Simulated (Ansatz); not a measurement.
An element in the fcc structure gives these cold pressures by all-electron LAPW under PBE (Ansatz 0.2.0, scalar-relativistic, no spin polarisation).

| V (Å³/atom) | P (GPa) |
| --- | --- |
| 20.19 | 0.04 |
| 18.17 | 1.79 |
| 16.15 | 4.53 |
| 14.13 | 9.01 |
| 12.11 | 16.67 |
| 10.10 | 30.7 |
| 8.08 | 59.0 |

(1) Which element is it?

Answers

(1) Li. Its zero-pressure volume in this structure is near 20.2 Å³/atom; the volume and the steepness of P(V) together point to it, though neighbours can come close. Other candidates weren't computed, and some may come near.
